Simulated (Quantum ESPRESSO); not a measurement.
The system is GaN.

```xyz
2
Lattice="0.0000 2.2535 2.2535 2.2535 0.0000 2.2535 2.2535 2.2535 0.0000" Properties=species:S:1:pos:R:3 pbc="T T T"
Ga    0.0000    0.0000    0.0000
N     1.1268    1.1268    1.1268
```

The cell is a database's computed one.

Base run:

```yaml
Program: Quantum ESPRESSO 7.5
Functional: vdW-DF2
Potentials_or_basis: PseudoDojo 0.4.1 SR PBE standard
Cutoff: 1143 eV
Density_cutoff: 4572 eV
k_mesh: 10 × 10 × 10
Occupations: fermi-dirac, width 0.05 eV
Spin: no spin polarisation
```

Its results: band gap on the k mesh 1.76 eV, direct; pressure 13.8 GPa.

**Question.** The run is repeated on the same cell with these changes: functional from vdW-DF2 to BP86. What comes out?

**Answer.** Band gap on the k mesh 1.77 eV, direct; pressure 5.8 GPa.

Caveats: the potentials were made for another functional, which shifts forces and pressure.

Not every run made on this cell is shown here.
